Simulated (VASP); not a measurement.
**VASP 6.6.1, PBE single-point calculation, RbBr (strained CsCl)**

INCAR

```
NSW = 0
EDIFF = 1E-7
LREAL = .FALSE.
GGA = PE
LELF = .TRUE.
PREC = Accurate
NELM = 120
ISMEAR = -1
LCHARG = .TRUE.
LASPH = .TRUE.
IBRION = -1
SIGMA = 0.02
LWAVE = .FALSE.
ISIF = 2
ENCUT = 520
NBANDS = 15
```

KPOINTS

```
KPOINTS created by Atomic Simulation Environment
0
Gamma
6 6 6
0 0 0
```

KPOINTS_OPT

```
special points
5
Reciprocal
0.0000000000 0.0000000000 0.0000000000 1
0.0000000000 0.5000000000 0.0000000000 1
0.5000000000 0.5000000000 0.0000000000 1
0.5000000000 0.5000000000 0.5000000000 1
0.0000000000 0.5000000000 0.5000000000 1
```

POSCAR

```
Rb Br
 1.0000000000000000
     4.2219958348000004   -0.1115015399000000   -0.1115015399000000
    -0.1115015399000000    4.2219958348000004   -0.1115015399000000
    -0.1115015399000000   -0.1115015399000000    4.2219958348000004
 Rb  Br
   1   1
Cartesian
  0.0000000000000000  0.0000000000000000  0.0000000000000000
  1.9994963775000003  1.9994963775000003  1.9994963775000003
```

VASP ran with the recommended PBE PAW datasets (16 valence electrons in the cell).

Command

```
mpirun -np 1 vasp_std
```

OSZICAR

```
N       E                     dE             d eps       ncg     rms          rms(c)
DAV:   1     0.821308767233E+02    0.82131E+02   -0.68198E+03   960   0.925E+02
DAV:   2    -0.490973435596E+00   -0.82622E+02   -0.75426E+02  1324   0.163E+02
DAV:   3    -0.610348825746E+01   -0.56125E+01   -0.55914E+01  1305   0.440E+01
DAV:   4    -0.624574730079E+01   -0.14226E+00   -0.14224E+00  1394   0.674E+00
DAV:   5    -0.624706980337E+01   -0.13225E-02   -0.13225E-02  1391   0.584E-01    0.244E+00
DAV:   6    -0.602670345609E+01    0.22037E+00   -0.19965E-01  1205   0.231E+00    0.161E+00
DAV:   7    -0.599037610167E+01    0.36327E-01   -0.10859E-01  1240   0.180E+00    0.861E-01
DAV:   8    -0.599370470968E+01   -0.33286E-02   -0.14258E-02  1205   0.727E-01    0.148E-01
DAV:   9    -0.599356755776E+01    0.13715E-03   -0.65324E-04  1303   0.137E-01    0.670E-02
DAV:  10    -0.599372866159E+01   -0.16110E-03   -0.26800E-04  1044   0.110E-01    0.146E-02
DAV:  11    -0.599372871377E+01   -0.52178E-07   -0.10127E-05  1333   0.213E-02    0.723E-03
DAV:  12    -0.599373050569E+01   -0.17919E-05   -0.25530E-06  1093   0.113E-02    0.829E-04
DAV:  13    -0.599373058799E+01   -0.82302E-07   -0.82068E-08  1058   0.215E-03
   1 F= -.59937306E+01 E0= -.59937306E+01  d E =-.877125E-12
       N       E                     dE             ncg
DAV:   1     0.472487016007E+03   -0.22774E+04      150
DAV:   2     0.749095372490E+02   -0.39758E+03      238
DAV:   3     0.530138719529E+02   -0.21896E+02      206
DAV:   4     0.525404505343E+02   -0.47342E+00      210
DAV:   5     0.525368995219E+02   -0.35510E-02      213
DAV:   6     0.525367706978E+02   -0.12882E-03      232
DAV:   7     0.525367703052E+02   -0.39262E-06      206
DAV:   8     0.525367703010E+02   -0.41796E-08      159
```

From OUTCAR

```
k-points           NKPTS =     32   k-points in BZ     NKDIM =     32   number of bands    NBANDS=     15

   NELECT =      16.0000    total number of electrons

   dimension x,y,z NGX =    32 NGY =   32 NGZ =   32
   dimension x,y,z NGXF=    64 NGYF=   64 NGZF=   64

  energy-cutoff  :      520.00
  volume of cell :       75.10
      direct lattice vectors                 reciprocal lattice vectors
     4.221995835 -0.111501540 -0.111501540     0.237194653  0.006434158  0.006434158
    -0.111501540  4.221995835 -0.111501540     0.006434158  0.237194653  0.006434158
    -0.111501540 -0.111501540  4.221995835     0.006434158  0.006434158  0.237194653

 k-points in reciprocal lattice and weights: KPOINTS created by Atomic Simulation Env
   0.00000000  0.00000000  0.00000000       0.005
   0.16666667  0.00000000  0.00000000       0.028
   0.33333333  0.00000000  0.00000000       0.028
   0.50000000  0.00000000  0.00000000       0.014
   0.16666667  0.16666667  0.00000000       0.028
   0.33333333  0.16666667  0.00000000       0.056
   0.50000000  0.16666667 -0.00000000       0.056
  -0.33333333  0.16666667 -0.00000000       0.056
   ...

 E-fermi :  -0.5049

 k-point     1 :       0.0000    0.0000    0.0000
  band No.  band energies     occupation
      1     -26.1644      2.00000
      2     -13.4904      2.00000
      3     -10.1699      2.00000
      4     -10.1590      2.00000
      5     -10.1590      2.00000
      6      -1.1520      2.00000
      7      -1.1103      2.00000
      8      -1.1103      2.00000
      9       2.8947      0.00000
     10       4.6921      0.00000
     11       4.6921      0.00000
     12       8.4931      0.00000
     13       8.8169      0.00000
     14       8.8169      0.00000
     15      11.5823      0.00000

 k-point     2 :       0.1667    0.0000    0.0000
  band No.  band energies     occupation
      1     -26.1606      2.00000
      2     -13.4887      2.00000
      3     -10.1939      2.00000
      4     -10.1537      2.00000
      5     -10.1512      2.00000
      6      -1.5674      2.00000
      7      -1.1676      2.00000
      8      -1.1100      2.00000
      9       3.5042      0.00000
     10       4.8931      0.00000
     11       5.2138      0.00000
     12       8.5600      0.00000
     13       8.5910      0.00000
     14       8.9006      0.00000
     15      10.3581      0.00000

 k-point     3 :       0.3333    0.0000    0.0000
  band No.  band energies     occupation
      1     -26.1531      2.00000
      2     -13.4867      2.00000
      3     -10.2542      2.00000
      4     -10.1355      2.00000
      5     -10.1246      2.00000
      6      -2.2440      2.00000
      7      -1.2309      2.00000
      8      -1.1102      2.00000
      9       4.7678      0.00000
     10       5.4468      0.00000
     11       6.1943      0.00000
     12       8.2619      0.00000
     13       8.7146      0.00000
     14       8.7694      0.00000
     15       9.2534      0.00000

 k-point     4 :       0.5000    0.0000    0.0000
  band No.  band energies     occupation
      1     -26.1493      2.00000
      2     -13.4864      2.00000
      3     -10.2819      2.00000
      4     -10.1276      2.00000
      5     -10.1096      2.00000
      6      -2.5249      2.00000
      7      -1.2626      2.00000
      8      -1.1109      2.00000
      9       5.8032      0.00000
     10       5.9287      0.00000
     11       6.2615      0.00000
     12       7.7260      0.00000
     13       8.3885      0.00000
     14       8.9049      0.00000
     15       9.5756      0.00000

 k-point     5 :       0.1667    0.1667    0.0000
  band No.  band energies     occupation
      1     -26.1569      2.00000
      2     -13.4865      2.00000
      3     -10.2255      2.00000
      4     -10.1578      2.00000
      5     -10.1291      2.00000
      6      -1.7013      2.00000
      7      -1.3938      2.00000
      8      -1.1468      2.00000
      9       3.9810      0.00000
     10       5.2630      0.00000
     11       5.5955      0.00000
     12       8.2115      0.00000
     13       8.5348      0.00000
     14       9.2363      0.00000
     15      10.3446      0.00000

 k-point     6 :       0.3333    0.1667    0.0000
  band No.  band energies     occupation
      1     -26.1495      2.00000
      2     -13.4674      2.00000
      3     -10.2883      2.00000
      4     -10.1689      2.00000
      5     -10.1154      2.00000
      6      -2.1741      2.00000
      7      -1.4503      2.00000
      8      -1.1408      2.00000
      9       4.9042      0.00000
     10       5.6700      0.00000
     11       6.4994      0.00000
     12       7.8957      0.00000
     13       8.0664      0.00000
     14       9.0029      0.00000
     15       9.5345      0.00000

 k-point     7 :       0.5000    0.1667   -0.0000
  band No.  band energies     occupation
      1     -26.1459      2.00000
      2     -13.4502      2.00000
      3     -10.3119      2.00000
      4     -10.1932      2.00000
      5     -10.1150      2.00000
      6      -2.3837      2.00000
      7      -1.4141      2.00000
      8      -1.1269      2.00000
      9       5.5505      0.00000
     10       5.7693      0.00000
     11       6.5539      0.00000
     12       7.7577      0.00000
     13       8.0883      0.00000
     14       8.3612      0.00000
     15       9.3818      0.00000

 k-point     8 :      -0.3333    0.1667   -0.0000
  band No.  band energies     occupation
      1     -26.1497      2.00000
      2     -13.4511      2.00000
      3     -10.2812      2.00000
      4     -10.2023      2.00000
      5     -10.1281      2.00000
      6      -2.1196      2.00000
      7      -1.3971      2.00000
      8      -1.1199      2.00000
      9       4.9009      0.00000
     10       5.4748      0.00000
     11       6.4053      0.00000
     12       7.6807      0.00000
     13       8.0045      0.00000
     14       8.6970      0.00000
     15       9.3024      0.00000

 k-point     9 :      -0.1667    0.1667    0.0000
  band No.  band energies     occupation
      1     -26.1570      2.00000
      2     -13.4705      2.00000
      3     -10.2251      2.00000
      4     -10.1793      2.00000
      5     -10.1461      2.00000
      6      -1.6119      2.00000
      7      -1.3711      2.00000
      8      -1.1227      2.00000
      9       3.9487      0.00000
     10       5.1195      0.00000
     11       5.5323      0.00000
     12       8.0273      0.00000
     13       8.1326      0.00000
     14       9.1647      0.00000
     15      10.1081      0.00000

 k-point    10 :       0.3333    0.3333    0.0000
  band No.  band energies     occupation
      1     -26.1424      2.00000
      2     -13.4118      2.00000
      3     -10.3569      2.00000
      4     -10.2592      2.00000
      5     -10.1092      2.00000
      6      -2.0181      2.00000
      7      -1.8179      2.00000
      8      -1.0835      2.00000
      9       4.8646      0.00000
     10       5.5562      0.00000
     11       7.2869      0.00000
     12       7.5793      0.00000
     13       7.8409      0.00000
     14       8.3086      0.00000
     15       9.8824      0.00000

 k-point    11 :       0.5000    0.3333    0.0000
  band No.  band energies     occupation
      1     -26.1390      2.00000
      2     -13.3745      2.00000
      3     -10.3799      2.00000
      4     -10.3337      2.00000
      5     -10.1071      2.00000
      6      -2.0937      2.00000
      7      -1.7722      2.00000
      8      -1.0349      2.00000
      9       4.6932      0.00000
     10       5.3802      0.00000
     11       7.2329      0.00000
     12       7.3602      0.00000
     13       7.8722      0.00000
     14       8.8027      0.00000
     15      10.1883      0.00000

 k-point    12 :      -0.3333    0.3333    0.0000
  band No.  band energies     occupation
      1     -26.1426      2.00000
      2     -13.3946      2.00000
      3     -10.3402      2.00000
      4     -10.3089      2.00000
      5     -10.1160      2.00000
      6      -1.9970      2.00000
      7      -1.7370      2.00000
      8      -1.0540      2.00000
      9       4.7924      0.00000
     10       5.4048      0.00000
     11       7.2832      0.00000
     12       7.4739      0.00000
     13       7.8569      0.00000
     14       7.8730      0.00000
     15       9.4891      0.00000

 k-point    13 :       0.5000    0.5000    0.0000
  band No.  band energies     occupation
      1     -26.1355      2.00000
      2     -13.3348      2.00000
      3     -10.4218      2.00000
      4     -10.3967      2.00000
      5     -10.1022      2.00000
      6      -1.9858      2.00000
      7      -1.8882      2.00000
      8      -0.9812      2.00000
      9       4.3099      0.00000
     10       5.1779      0.00000
     11       6.9235      0.00000
     12       7.0181      0.00000
     13       9.1236      0.00000
     14       9.5077      0.00000
     15      10.2449      0.00000

 ...

  Total       -0.0085918     -0.0085918     -0.0085918      0.1607809      0.1607809      0.1607809
  in kB       -0.1833029     -0.1833029     -0.1833029      3.4301828      3.4301828      3.4301828
  external PRESSURE =      -0.1833029 kB  Pullay stress =       0.0000000 kB

 POSITION                                       TOTAL-FORCE (eV/Angst)
 -----------------------------------------------------------------------------------
      0.00000      0.00000      0.00000         0.000000     -0.000000      0.000000
      1.99950      1.99950      1.99950        -0.000000      0.000000      0.000000
 -----------------------------------------------------------------------------------
    total drift:                                0.000000      0.000000     -0.000000

  FREE ENERGIE OF THE ION-ELECTRON SYSTEM (eV)
  ---------------------------------------------------
  free  energy   TOTEN  =        -5.9937305880 eV

  energy  without entropy=       -5.9937305880  energy(sigma->0) =       -5.99373059
```

| Quantity | Value |
| --- | --- |
| gap between bands v and c | 3.88 eV |
| least direct gap | 4.00 eV |
| pressure | 0.0 GPa |

Band v is the last that the valence electrons fill when counted band by band, and c is the next.

The run took about 10 s on one core of a shared host (Intel Xeon 6975P-C) and held 0.19 GiB at most.
